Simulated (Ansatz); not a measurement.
The system is WC (Qusongite).

```
W C
1.0
     2.90650    0.00000    0.00000
    -1.45325    2.51710    0.00000
     0.00000    0.00000    2.83660
W C
1 1
Direct
  0.00000 0.00000 0.00000
  0.66667 0.33333 0.50000
```

Base run:

* Program: Ansatz 0.2.0
* Functional: BLYP
* Potentials or basis: all-electron LAPW, scalar-relativistic
* Cutoff: 335 eV (chosen from the basis error)
* Basis error allowed: 0.001 eV/atom
* k mesh: 10 × 10 × 9
* Occupations: fermi-dirac, width 0.05 eV
* Spin: no spin polarisation

Its results: pressure 18.6 GPa.

Task: The run is repeated on the same cell with these changes: functional from BLYP to revPBE. What comes out?

Result: Pressure 8.9 GPa.

Caveats: so large a pressure means that the cell lies far from this level's equilibrium, or that cutoff or potentials fall short (some runs).
